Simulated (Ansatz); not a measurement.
Crystal: Mo.

```
CELL_PARAMETERS angstrom
-1.58381 1.58381 1.58381
1.58381 -1.58381 1.58381
1.58381 1.58381 -1.58381
ATOMIC_POSITIONS crystal
Mo 0.00000 0.00000 0.00000
```

| Property | Result |
| --- | --- |
| Program | Ansatz 0.2.0 |
| Task | single point |
| Functional | PBEsol |
| Potentials or basis | Ansatz PAW |
| Cutoff | 420 eV (not typed: the program's choice for these potentials) |
| k mesh | 12 × 12 × 12 |
| Occupations | fermi-dirac, width 0.05 eV |
| Spin | no spin polarisation |

On this cell: pressure -9.6 GPa; band gap on the k mesh none (metal or under the smearing width).

The same run follows on a disturbed copy (cell strained at random at fixed volume):

```xyz
1
Lattice="-1.5944 1.5913 1.5845 1.6124 -1.5431 1.5543 1.6066 1.5553 -1.5363" Properties=species:S:1:pos:R:3 pbc="T T T"
Mo   -0.0831   -0.0073   -0.0091
```

Q: What changes?

A: The energy (extrapolated to zero smearing) moves by +12.2 meV/atom; pressure -9.4 GPa; band gap on the k mesh none (metal or under the smearing width).

Stress tensor (GPa, compression positive):
```
-14.63  -0.80  -1.21
 -0.80  -7.18  -3.07
 -1.21  -3.07  -6.28
```

Caveats: the PAW data sets come from PBE, with cores solved anew for the run's functional, which leaves a small shift of forces and pressure.
